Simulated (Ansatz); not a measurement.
**Band structure of AlN**

```xyz
4
Lattice="3.1110 0.0000 0.0000 -1.5555 2.6942 0.0000 0.0000 0.0000 4.9780" Properties=species:S:1:pos:R:3 pbc="T T T"
Al    0.0000    1.7961    0.0000
Al    1.5555    0.8981    2.4890
N     0.0000    1.7961    1.9165
N     1.5555    0.8981    4.4055
```

Atoms are numbered in the order listed.

The cell is COD entry 9008860, as deposited and not checked against the literature; nothing was relaxed.

Theory: DFT, PBEsol, all-electron LAPW, scalar-relativistic (Ansatz 0.2.0).

Settings: a Γ-centred 11×11×6 k mesh, Fermi–Dirac smearing of 0.02 eV, basis error target 1 meV/atom, no spin polarisation.

Points in fractions of the reciprocal vectors of this cell: Γ (0, 0, 0), M (0.5, 0, 0), K (0.333, 0.333, 0), A (0, 0, 0.5), L (0.5, 0, 0.5), H (0.333, 0.333, 0.5). The path joins them by straight lines in the order Γ–M–K–Γ–A–L–H–A–L; legs that retrace an earlier one aren't tabulated. Energies are in eV from the top of the valence band.

Question: List the levels at H between -5 and 5 eV.

Answer: -4.94 (×2), -3.99 (×2), -0.83 (×2).

Question: List the levels at K between -5 and 5 eV.

Answer: -4.95, -3.88 (×2), -2.56, -2.44 (×2), 4.88.

Question: List the levels at Γ between -5 and 5 eV.

Answer: -0.95 (×2), -0.29 (×2), 0.00, 4.08.

Question: What is the band gap?

Answer: 4.08 eV, direct at Γ.
